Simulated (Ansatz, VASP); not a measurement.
**As in VASP and in Ansatz**

File INCAR:

```
SYSTEM = As
ALGO     = Normal         ! electronic algorithm
EDIFF    = 1E-7           ! SCF threshold, eV
ENCUT    = 520            ! plane-wave cutoff, eV
GGA      = PE             ! functional
ISIF     = 2              ! what is computed and relaxed
ISMEAR   = -1             ! smearing method
LASPH    = .TRUE.         ! aspherical terms in the spheres
LCHARG   = .TRUE.         ! write CHGCAR
LELF     = .TRUE.         ! ELF
LREAL    = .FALSE.        ! projectors in reciprocal space
LVHAR    = .TRUE.       
LWAVE    = .FALSE.        ! write WAVECAR
NBANDS   = 8              ! bands
NELM     = 60             ! most SCF steps
PREC     = Accurate       ! precision mode
SIGMA    = 0.05           ! smearing width, eV
```

Contents of KPOINTS:

```
k-points
0
G
  15 15 15
  0 0 0
```

File POSCAR:

```
As
1.0
    0.0000000000      1.6906968528      1.6906968528
    1.6906968528      0.0000000000      1.6906968528
    1.6906968528      1.6906968528      0.0000000000
As
1
Direct
    0.0000000000      0.0000000000      0.0000000000
```

Input for Ansatz:

```yaml
crystal:
  lattice:
    - [0.0, 1.6906968528, 1.6906968528]
    - [1.6906968528, 0.0, 1.6906968528]
    - [1.6906968528, 1.6906968528, 0.0]
  atoms:
    - { symbol: As, position: [0.0, 0.0, 0.0] }
kpoints:
  mp_grid: { grid: [15, 15, 15] }
scf:
  occupations: { method: fermi_dirac, width: 0.05 }
hamiltonian:
  xc: pbe
  pseudopotentials: { kind: paw }
output:
  forces: true
  stress: true
  eigenvalues: true
  populations: true
```

Change from the starting cell: volume scaled by 0.5, PAW files.

Alike in both runs: task single point; functional PBE; k mesh 15 × 15 × 15; occupations fermi-dirac, width 0.05 eV; no spin polarisation.

|  | VASP | Ansatz |
| --- | --- | --- |
| version | VASP 6.6.1 | Ansatz 0.2.0 |
| potentials or method | VASP PAW PBE potentials, release 64 (As) | PAW with Ansatz's default frozen-core files, scalar-relativistic |
| plane-wave cutoff (eV) | 520 | 420 |
| valence electrons in the cell | 5 | 15 |

|  | VASP | Ansatz | Ansatz less VASP |
| --- | --- | --- | --- |
| pressure (GPa) | 251.7 | 243.1 | -8.64 |

The functional is the same, so the differences come from potentials, cutoffs and numerics. The two sets of potentials don't hold the same shells in valence.

Caveats: the cell as given lies far from equilibrium; so large a pressure means that the cell lies far from this level's equilibrium, or that cutoff or potentials fall short (VASP).
